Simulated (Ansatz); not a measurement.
The system is Al2O3.

```
Al O
1.0
     4.61378    0.00000    0.00000
     0.00000    9.56328    0.00000
     0.00000    0.00000    3.11986
Al O
4 6
Direct
  0.98298 0.82457 0.00000
  0.01702 0.17543 0.00000
  0.48297 0.67543 0.50000
  0.51702 0.32457 0.50000
  0.50000 0.50000 0.50000
  0.12363 0.75305 0.50000
  0.37637 0.25305 0.00000
  0.62364 0.74695 0.00000
  0.00000 0.00000 0.00000
  0.87636 0.24695 0.50000
```

Measurements of this composition are mostly on another form, of space group No. 167.

| Quantity | Value |
| --- | --- |
| Program | Ansatz 0.2.0 |
| Task | relaxation of cell and atoms |
| Functional | RPBE |
| Dispersion | D3(BJ) |
| Potentials or basis | Ansatz PAW |
| Cutoff | 420 eV (not typed: the program's choice for these potentials) |
| k mesh | 6 × 3 × 9 |
| Occupations | fermi-dirac, width 0.05 eV |
| Spin | no spin polarisation |

At the start: volume 13.77 Å³/atom.

Q: How do energy, volume and symmetry change on relaxing?

A: It ends after 13 steps and the volume is 13.01 Å³/atom (-5.5 %); space group Pnnm (No. 58, to 0.05 Å).

Step by step:
| step | energy change (eV) | largest force (eV/Å) | volume (Å³) |
| --- | --- | --- | --- |
| 1 | 0.0000 | 0.2469 | 137.66 |
| 2 | -0.1218 | 0.1765 | 135.20 |
| 3 | -0.1886 | 0.0394 | 132.07 |
| 4 | -0.1893 | 0.0124 | 132.18 |
| 5 | -0.1902 | 0.0192 | 132.01 |
| 6 | -0.1946 | 0.0215 | 130.82 |
| 7 | -0.1958 | 0.0060 | 130.62 |
| 8 | -0.1951 | 0.0018 | 130.87 |
| 9 | -0.1821 | 0.0014 | 130.87 |
| 10 | -0.1848 | 0.0058 | 130.13 |
| 11 | -0.1824 | 0.0059 | 130.13 |
| 12 | -0.1826 | 0.0027 | 130.09 |
| 13 | -0.1825 | 0.0027 | 130.09 |

Final structure:
```
Al O
1.0
     4.62078    0.00000    0.00000
     0.00000    9.38836    0.00000
     0.00000    0.00000    2.99874
Al O
4 6
Direct
  0.96648 0.82233 0.00000
  0.03352 0.17767 0.00000
  0.46648 0.67767 0.50000
  0.53352 0.32233 0.50000
  0.50000 0.50000 0.50000
  0.09837 0.73950 0.50000
  0.40163 0.23950 0.00000
  0.59837 0.76050 0.00000
  0.00000 0.00000 0.00000
  0.90163 0.26050 0.50000
```

Caveat: the plane-wave basis is chosen anew once the cell has moved, so the energies of steps on either side of that aren't comparable; the pressure holds a Pulay correction of +0.5 GPa for the finite cutoff; the PAW data sets come from PBE, with cores solved anew for the run's functional, which leaves a small shift of forces and pressure.
